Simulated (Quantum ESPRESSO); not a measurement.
# HfN (Fm-3m) in Quantum ESPRESSO: notebook

The runs below take HfN through band structure, with PBE.

Everything below comes from runs of Quantum ESPRESSO 7.5. Logs are shortened: lines on timing, memory, paths and dates and some standing lists are left out, and cuts for length are marked.

## (1) The structure

It takes space group Fm-3m (No. 225, cubic). Conventional cell: a = 4.512 Å, b = 4.512 Å, c = 4.512 Å, α = 90.00°, β = 90.00°, γ = 90.00°. Hf (site symmetry m-3m) is surrounded by 6 N at 2.26 Å. Around N (site symmetry m-3m) lie 6 Hf at 2.26 Å.

## (2) Band structure, PBE

pw.in reads:

```
&CONTROL
  calculation = 'scf'
  prefix = 'pwscf'
  outdir = './tmp'
  pseudo_dir = './pseudo'
  tprnfor = .true.
  tstress = .true.
  disk_io = 'low'
/
&SYSTEM
  ibrav = 0
  A = 3.1904658
  nat = 2
  ntyp = 2
  ecutwfc = 84
  nbnd = 15
  occupations = 'smearing'
  smearing = 'fd'
  degauss = 0.00367493
/
&ELECTRONS
  conv_thr = 4d-10
  electron_maxstep = 120
  mixing_beta = 0.5
/
ATOMIC_SPECIES
Hf   178.4900 Hf.upf
N     14.0070 N.upf
CELL_PARAMETERS alat
   0.0000000000    0.7071067805    0.7071067805
   0.7071067805    0.0000000000    0.7071067805
   0.7071067805    0.7071067805    0.0000000000
ATOMIC_POSITIONS alat
Hf     0.0000000000    0.0000000000    0.0000000000
N      0.7071067805    0.7071067805    0.7071067805
K_POINTS automatic
10 10 10 0 0 0
```

bands.in reads:

```
&CONTROL
  calculation = 'bands'
  prefix = 'pwscf'
  outdir = './tmp'
  pseudo_dir = './pseudo'
  disk_io = 'low'
  verbosity = 'high'
/
&SYSTEM
  ibrav = 0
  A = 3.1904658
  nat = 2
  ntyp = 2
  ecutwfc = 84
  nbnd = 15
  occupations = 'smearing'
  smearing = 'fd'
  degauss = 0.00367493
/
&ELECTRONS
  conv_thr = 1d-08
  electron_maxstep = 120
  mixing_beta = 0.5
  diago_full_acc = .true.
  startingwfc = 'random'
/
ATOMIC_SPECIES
Hf   178.4900 Hf.upf
N     14.0070 N.upf
CELL_PARAMETERS alat
   0.0000000000    0.7071067805    0.7071067805
   0.7071067805    0.0000000000    0.7071067805
   0.7071067805    0.7071067805    0.0000000000
ATOMIC_POSITIONS alat
Hf     0.0000000000    0.0000000000    0.0000000000
N      0.7071067805    0.7071067805    0.7071067805
K_POINTS crystal
60
 0.0000000000  0.0000000000  0.0000000000 1
 0.0625000000  0.0000000000  0.0625000000 1
 0.1250000000  0.0000000000  0.1250000000 1
 0.1875000000  0.0000000000  0.1875000000 1
 0.2500000000  0.0000000000  0.2500000000 1
 0.3125000000  0.0000000000  0.3125000000 1
 0.3750000000  0.0000000000  0.3750000000 1
 0.4375000000  0.0000000000  0.4375000000 1
 0.5000000000  0.0000000000  0.5000000000 1
 0.5000000000  0.0625000000  0.5625000000 1
 0.5000000000  0.1250000000  0.6250000000 1
 0.5000000000  0.1875000000  0.6875000000 1
 0.5000000000  0.2500000000  0.7500000000 1
 0.4375000000  0.3125000000  0.7500000000 1
 0.3750000000  0.3750000000  0.7500000000 1
 0.3375000000  0.3375000000  0.6750000000 1
 0.3000000000  0.3000000000  0.6000000000 1
 0.2625000000  0.2625000000  0.5250000000 1
 0.2250000000  0.2250000000  0.4500000000 1
 0.1875000000  0.1875000000  0.3750000000 1
 0.1500000000  0.1500000000  0.3000000000 1
 0.1125000000  0.1125000000  0.2250000000 1
 0.0750000000  0.0750000000  0.1500000000 1
 0.0375000000  0.0375000000  0.0750000000 1
 0.0000000000  0.0000000000  0.0000000000 1
 0.0625000000  0.0625000000  0.0625000000 1
 0.1250000000  0.1250000000  0.1250000000 1
 0.1875000000  0.1875000000  0.1875000000 1
 0.2500000000  0.2500000000  0.2500000000 1
 0.3125000000  0.3125000000  0.3125000000 1
 0.3750000000  0.3750000000  0.3750000000 1
 0.4375000000  0.4375000000  0.4375000000 1
 0.5000000000  0.5000000000  0.5000000000 1
 0.5250000000  0.4500000000  0.5250000000 1
 0.5500000000  0.4000000000  0.5500000000 1
 0.5750000000  0.3500000000  0.5750000000 1
 0.6000000000  0.3000000000  0.6000000000 1
 0.6250000000  0.2500000000  0.6250000000 1
 0.5833333333  0.2500000000  0.6666666667 1
 0.5416666667  0.2500000000  0.7083333333 1
 0.5000000000  0.2500000000  0.7500000000 1
 0.5000000000  0.2857142857  0.7142857143 1
 0.5000000000  0.3214285714  0.6785714286 1
 0.5000000000  0.3571428571  0.6428571429 1
 0.5000000000  0.3928571429  0.6071428571 1
 0.5000000000  0.4285714286  0.5714285714 1
 0.5000000000  0.4642857143  0.5357142857 1
 0.5000000000  0.5000000000  0.5000000000 1
 0.4821428571  0.4821428571  0.5357142857 1
 0.4642857143  0.4642857143  0.5714285714 1
 0.4464285714  0.4464285714  0.6071428571 1
 0.4285714286  0.4285714286  0.6428571429 1
 0.4107142857  0.4107142857  0.6785714286 1
 0.3928571429  0.3928571429  0.7142857143 1
 0.3750000000  0.3750000000  0.7500000000 1
 0.6250000000  0.2500000000  0.6250000000 1
 0.5937500000  0.1875000000  0.5937500000 1
 0.5625000000  0.1250000000  0.5625000000 1
 0.5312500000  0.0625000000  0.5312500000 1
 0.5000000000  0.0000000000  0.5000000000 1
```

Potentials or basis: PseudoDojo 0.4.1 SR PBE standard.

Started as:

```sh
> OMP_NUM_THREADS=1 pw.x -in pw.in > pw.out
> OMP_NUM_THREADS=1 pw.x -in bands.in > bands.out
```

pw.out:

```text
This program is part of the open-source Quantum ESPRESSO suite
     for quantum simulation of materials; please cite
[... 9 lines left out ...]
     --------------------
     sticks:   dense  smooth     PW     G-vecs:    dense   smooth      PW
     Sum         847     847    253                16145    16145    2733

     Using Slab Decomposition

     bravais-lattice index     =            0
     lattice parameter (alat)  =       6.0291  a.u.
     unit-cell volume          =     154.9687 (a.u.)^3
     number of atoms/cell      =            2
     number of atomic types    =            2
     number of electrons       =        17.00
     number of Kohn-Sham states=           15
     kinetic-energy cutoff     =      84.0000  Ry
     charge density cutoff     =     336.0000  Ry
     scf convergence threshold =      4.0E-10
     mixing beta               =       0.5000
     number of iterations used =            8  plain     mixing
     Exchange-correlation= PBE
                           (   1   4   3   4   0   0   0)

     celldm(1)=   6.029107  celldm(2)=   0.000000  celldm(3)=   0.000000
     celldm(4)=   0.000000  celldm(5)=   0.000000  celldm(6)=   0.000000

     crystal axes: (cart. coord. in units of alat)
               a(1) = (   0.000000   0.707107   0.707107 )
               a(2) = (   0.707107   0.000000   0.707107 )
               a(3) = (   0.707107   0.707107   0.000000 )

     reciprocal axes: (cart. coord. in units 2 pi/alat)
               b(1) = ( -0.707107  0.707107  0.707107 )
               b(2) = (  0.707107 -0.707107  0.707107 )
               b(3) = (  0.707107  0.707107 -0.707107 )

     PseudoPot. # 1 for Hf read from file:
     Hf.upf
     Pseudo is Norm-conserving + core correction, Zval = 12.0
     Generated using ONCVPSP code by D. R. Hamann
     Using radial grid of 1656 points,  8 beta functions with:
                l(1) =   0
                l(2) =   0
                l(3) =   1
                l(4) =   1
                l(5) =   2
                l(6) =   2
                l(7) =   3
                l(8) =   3

     PseudoPot. # 2 for N  read from file:
     N.upf
     Pseudo is Norm-conserving + core correction, Zval =  5.0
     Generated using ONCVPSP code by D. R. Hamann
     Using radial grid of 1058 points,  4 beta functions with:
                l(1) =   0
                l(2) =   0
                l(3) =   1
                l(4) =   1

     atomic species   valence    mass     pseudopotential
     Hf               12.00   178.49000     Hf( 1.00)
     N                 5.00    14.00700     N ( 1.00)

     48 Sym. Ops., with inversion, found

   Cartesian axes

     site n.     atom                  positions (alat units)
         1        Hf     tau(   1) = (   0.0000000   0.0000000   0.0000000  )
         2        N      tau(   2) = (   0.7071068   0.7071068   0.7071068  )

     number of k points=    47  Fermi-Dirac smearing, width (Ry)=  0.0037
                       cart. coord. in units 2pi/alat
        k(    1) = (   0.0000000   0.0000000   0.0000000), wk =   0.0020000
        k(    2) = (   0.0707107   0.0707107  -0.0707107), wk =   0.0160000
        k(    3) = (   0.1414214   0.1414214  -0.1414214), wk =   0.0160000
        k(    4) = (   0.2121320   0.2121320  -0.2121320), wk =   0.0160000
        k(    5) = (   0.2828427   0.2828427  -0.2828427), wk =   0.0160000
        k(    6) = (  -0.3535534  -0.3535534   0.3535534), wk =   0.0080000
[... 39 lines left out ...]
        k(   46) = (  -0.0707107  -0.3535534   0.6363961), wk =   0.0480000
        k(   47) = (  -0.7071068   0.2828427   0.0000000), wk =   0.0240000

     Dense  grid:    16145 G-vectors     FFT dimensions: (  36,  36,  36)

     Initial potential from superposition of free atoms

     starting charge      16.9981, renormalised to      17.0000
     Starting wfcs are   14 randomized atomic wfcs +    1 random wfcs

     Self-consistent Calculation

     iteration #  1     ecut=    84.00 Ry     beta= 0.50
     Davidson diagonalization with overlap
     ethr =  1.00E-02,  avg # of iterations =  4.3

     total energy              =    -133.62074522 Ry
     estimated scf accuracy    <       0.53672858 Ry

     iteration #  2     ecut=    84.00 Ry     beta= 0.50
     Davidson diagonalization with overlap
     ethr =  3.16E-03,  avg # of iterations =  2.0

     total energy              =    -133.77855069 Ry
     estimated scf accuracy    <       0.25193349 Ry

     iteration #  3     ecut=    84.00 Ry     beta= 0.50
     Davidson diagonalization with overlap
     ethr =  1.48E-03,  avg # of iterations =  1.3
[... 43 lines left out ...]
     total energy              =    -133.82413364 Ry
     estimated scf accuracy    <       0.00000001 Ry

     iteration # 10     ecut=    84.00 Ry     beta= 0.50
     Davidson diagonalization with overlap
     ethr =  7.89E-11,  avg # of iterations =  1.6

     total energy              =    -133.82413362 Ry
     estimated scf accuracy    <       0.00000003 Ry

     iteration # 11     ecut=    84.00 Ry     beta= 0.50
     Davidson diagonalization with overlap
     ethr =  7.89E-11,  avg # of iterations =  2.0

     End of self-consistent calculation

          k = 0.0000 0.0000 0.0000 (  1989 PWs)   bands (ev):

   -43.8828 -12.2635 -12.2635 -12.2635   1.3091  15.8127  15.8127  15.8127
    18.5037  18.5037  18.5037  20.6484  20.8392  20.8392  28.3928

          k = 0.0707 0.0707-0.0707 (  2028 PWs)   bands (ev):

   -43.8769 -12.3656 -12.2720 -12.2720   1.5383  14.8912  15.2649  15.2649
    18.7333  18.8322  18.8322  21.3454  21.5767  21.5767  29.1491

          k = 0.1414 0.1414-0.1414 (  2012 PWs)   bands (ev):

   -43.8614 -12.6226 -12.2939 -12.2939   2.1550  13.2151  14.2607  14.2607
    19.1231  19.6523  19.6523  22.7873  23.2418  23.2418  30.9630

          k = 0.2121 0.2121-0.2121 (  2012 PWs)   bands (ev):

   -43.8421 -12.9224 -12.3208 -12.3208   2.9753  11.6032  13.3778  13.3778
    19.8525  20.8114  20.8114  24.0181  25.1540  25.1540  31.8287
[... 118 lines left out ...]
   -43.8080 -13.0096 -12.5471 -12.5471   2.5027  12.7766  15.0593  15.0593
    15.2568  22.7342  23.8137  24.1143  24.1143  27.6743  29.0852

          k =-0.0707-0.6364 0.6364 (  2024 PWs)   bands (ev):

   -43.8021 -13.0359 -12.6107 -12.5555   2.5308  13.1705  14.1177  14.8220
    16.0884  23.4336  23.9540  24.1809  24.6438  27.1667  28.5148

          k = 0.0000-0.5657 0.5657 (  2038 PWs)   bands (ev):

   -43.8008 -12.9801 -12.7359 -12.5240   2.7872  13.0054  13.3126  14.1962
    17.2626  23.1867  23.7034  24.7715  25.0175  27.3576  29.3477

          k =-0.7071 0.0000 0.0000 (  2044 PWs)   bands (ev):

   -43.8001 -13.0697 -12.5765 -12.5765   2.3873  13.3993  15.0231  15.1348
    15.1348  22.9864  24.4152  24.4152  24.4725  26.9133  27.8954

          k = 0.2828 0.1414 0.0000 (  2006 PWs)   bands (ev):

   -43.8491 -12.7040 -12.4097 -12.3217   2.4858  12.2463  14.0567  14.4762
    18.0305  20.8043  21.4219  21.7208  23.3095  25.9878  32.2982

          k = 0.3536 0.2121-0.0707 (  2015 PWs)   bands (ev):

   -43.8323 -12.9065 -12.4785 -12.3500   3.0355  11.4909  13.3094  13.8496
    18.6556  21.5544  22.4549  22.9023  24.7813  27.1641  31.6616

          k =-0.2828-0.4243 0.5657 (  2011 PWs)   bands (ev):

   -43.8187 -13.0721 -12.5122 -12.3861   3.4943  10.9213  12.9099  13.2899
    19.6588  22.3404  22.4752  24.3975  26.1930  27.8165  30.1731

          k =-0.2121-0.3536 0.4950 (  2016 PWs)   bands (ev):

   -43.8134 -13.1349 -12.5203 -12.4035   3.6745  10.6984  12.9214  12.9511
    20.8157  21.2846  22.9719  25.2045  27.0533  27.7393  29.7741
[... 28 lines left out ...]
   -43.8072 -12.9943 -12.5941 -12.5421   2.7142  12.6345  14.0492  14.1677
    16.8179  23.1818  23.5235  24.0544  24.8197  27.7653  29.1620

          k =-0.0707-0.4950 0.6364 (  2014 PWs)   bands (ev):

   -43.8020 -12.9702 -12.7062 -12.5498   2.8746  12.7764  13.3646  13.8434
    17.8025  22.3791  24.1336  24.2785  25.4460  27.8567  29.5365

          k = 0.0000-0.4243 0.5657 (  2012 PWs)   bands (ev):

   -43.8027 -12.8632 -12.8598 -12.5051   3.1303  12.1017  13.2847  13.4721
    19.1652  21.2873  23.6875  24.6110  25.8517  28.9392  30.6969

          k =-0.7071 0.1414 0.0000 (  2028 PWs)   bands (ev):

   -43.8001 -13.0242 -12.6253 -12.5900   2.5909  13.3521  14.0066  14.1538
    16.7057  23.3415  23.6466  24.4209  25.0637  27.0992  28.7365

          k =-0.1414-0.4243 0.7071 (  2016 PWs)   bands (ev):

   -43.8052 -12.9470 -12.7158 -12.5237   3.1010  12.1177  13.3261  13.4671
    18.9409  21.4547  23.8914  23.9942  26.1280  28.7145  29.9046

          k =-0.0707-0.3536 0.6364 (  2016 PWs)   bands (ev):

   -43.8020 -12.9000 -12.7840 -12.5571   3.1104  12.2439  13.2942  13.3911
    20.0344  20.1155  24.1443  24.6206  25.4110  29.3463  30.5541

          k =-0.7071 0.2828 0.0000 (  2002 PWs)   bands (ev):

   -43.8000 -12.9035 -12.7512 -12.6117   2.9533  12.8495  13.3034  13.4569
    18.8092  21.1689  24.2812  24.4300  25.1839  28.8370  30.4155

     the Fermi energy is    18.8926 ev

!    total energy              =    -133.82413363 Ry
     estimated scf accuracy    <          1.2E-11 Ry
     smearing contrib. (-TS)   =      -0.00047665 Ry
     internal energy E=F+TS    =    -133.82365698 Ry

     The total energy is F=E-TS. E is the sum of the following terms:
     one-electron contribution =      -6.32615584 Ry
     hartree contribution      =      13.56810907 Ry
     xc contribution           =     -34.85373483 Ry
     ewald contribution        =    -106.21187537 Ry

     convergence has been achieved in  11 iterations

     Forces acting on atoms (cartesian axes, Ry/au):

     atom    1 type  1   force =     0.00000000   -0.00000000   -0.00000000
     atom    2 type  2   force =    -0.00000000   -0.00000000    0.00000000

     Total force =     0.000000     Total SCF correction =     0.000000

     Computing stress (Cartesian axis) and pressure

          total   stress  (Ry/bohr**3)                   (kbar)     P=       59.28
   0.00040301   0.00000000   0.00000000           59.28        0.00        0.00
   0.00000000   0.00040301   0.00000000            0.00       59.28        0.00
   0.00000000   0.00000000   0.00040301            0.00        0.00       59.28

=------------------------------------------------------------------------------=
   JOB DONE.
=------------------------------------------------------------------------------=
```

It took 51 s on 1 thread of Arm Neoverse V1, shared host; peak memory 0.09 GiB.

Results:

```
Free energy            : -1820.7701 eV
Pressure               : 5.9 GPa
Band gap on the k mesh : none (metal or under the smearing width)
```

Levels at the corners of the path, in eV from the Fermi level:
| point | band 5 | band 6 | band 7 | band 8 | band 9 | band 10 | band 11 | band 12 |
| --- | --- | --- | --- | --- | --- | --- | --- | --- |
| Γ | -17.58 | -3.08 | -3.08 | -3.08 | -0.39 | -0.39 | -0.39 | 1.76 |
| X | -16.51 | -5.49 | -3.87 | -3.76 | -3.76 | 4.09 | 5.52 | 5.52 |
| W | -15.87 | -6.25 | -5.55 | -5.55 | 1.09 | 1.09 | 5.54 | 5.54 |
| K | -15.92 | -6.42 | -5.61 | -5.04 | -0.89 | 3.84 | 4.45 | 6.02 |
| Γ | -17.58 | -3.08 | -3.08 | -3.08 | -0.39 | -0.39 | -0.39 | 1.76 |
| L | -14.83 | -8.98 | -6.28 | -6.28 | 3.22 | 3.68 | 3.68 | 4.41 |
| U | -15.92 | -6.42 | -5.61 | -5.04 | -0.89 | 3.84 | 4.45 | 6.02 |
| W | -15.87 | -6.25 | -5.55 | -5.55 | 1.09 | 1.09 | 5.54 | 5.54 |
| L | -14.83 | -8.98 | -6.28 | -6.28 | 3.22 | 3.68 | 3.68 | 4.41 |
| K | -15.92 | -6.42 | -5.61 | -5.04 | -0.89 | 3.84 | 4.45 | 6.02 |
| U | -15.92 | -6.42 | -5.61 | -5.04 | -0.89 | 3.84 | 4.45 | 6.02 |
| X | -16.51 | -5.49 | -3.87 | -3.76 | -3.76 | 4.09 | 5.52 | 5.52 |

Caveat: spin-orbit coupling is left out, which moves the levels of the heavy elements.

## (3) Band structure, PBE, spin-orbit coupling, no magnetisation

pw.in: that of step 2 with these lines changed.

```diff
@@ -15,3 +15,3 @@
   ecutwfc = 84
-  nbnd = 15
+  nbnd = 30
   occupations = 'smearing'
@@ -19,2 +19,4 @@
   degauss = 0.00367493
+  noncolin = .true.
+  lspinorb = .true.
 /
```

bands.in: that of step 2 with these lines changed.

```diff
@@ -14,3 +14,3 @@
   ecutwfc = 84
-  nbnd = 15
+  nbnd = 30
   occupations = 'smearing'
@@ -18,2 +18,4 @@
   degauss = 0.00367493
+  noncolin = .true.
+  lspinorb = .true.
 /
```

Potentials or basis: PseudoDojo 0.4 FR PBE standard.

Started as:

```sh
> OMP_NUM_THREADS=1 pw.x -in pw.in > pw.out
> OMP_NUM_THREADS=1 pw.x -in bands.in > bands.out
```

Wall time 4.2 min (1 thread of Arm Neoverse V1, shared host); peak memory 0.16 GiB.

The run converged. Its results:

- Free energy: -1824.0652 eV
- Pressure: 6.0 GPa
- Band gap on the k mesh: none (metal or under the smearing width)

Levels at the corners of the path, in eV from the Fermi level:
| point | band 12 | band 13 | band 14 | band 15 | band 16 | band 17 | band 18 | band 19 | band 20 | band 21 |
| --- | --- | --- | --- | --- | --- | --- | --- | --- | --- | --- |
| Γ | -3.21 | -3.03 | -3.03 | -3.03 | -3.03 | -0.50 | -0.50 | -0.50 | -0.50 | -0.20 |
| X | -5.61 | -3.87 | -3.87 | -3.86 | -3.86 | -3.57 | -3.57 | 4.09 | 4.09 | 5.16 |
| W | -6.25 | -5.86 | -5.86 | -5.26 | -5.26 | 1.02 | 1.02 | 1.15 | 1.15 | 5.26 |
| K | -6.49 | -5.62 | -5.62 | -4.99 | -4.99 | -0.90 | -0.90 | 3.81 | 3.81 | 4.45 |
| Γ | -3.21 | -3.03 | -3.03 | -3.03 | -3.03 | -0.50 | -0.50 | -0.50 | -0.50 | -0.20 |
| L | -8.98 | -6.32 | -6.32 | -6.26 | -6.26 | 3.17 | 3.17 | 3.60 | 3.60 | 3.83 |
| U | -6.49 | -5.62 | -5.62 | -4.99 | -4.99 | -0.90 | -0.90 | 3.81 | 3.81 | 4.45 |
| W | -6.25 | -5.86 | -5.86 | -5.26 | -5.26 | 1.02 | 1.02 | 1.15 | 1.15 | 5.26 |
| L | -8.98 | -6.32 | -6.32 | -6.26 | -6.26 | 3.17 | 3.17 | 3.60 | 3.60 | 3.83 |
| K | -6.49 | -5.62 | -5.62 | -4.99 | -4.99 | -0.90 | -0.90 | 3.81 | 3.81 | 4.45 |
| U | -6.49 | -5.62 | -5.62 | -4.99 | -4.99 | -0.90 | -0.90 | 3.81 | 3.81 | 4.45 |
| X | -5.61 | -3.87 | -3.87 | -3.86 | -3.86 | -3.57 | -3.57 | 4.09 | 4.09 | 5.16 |
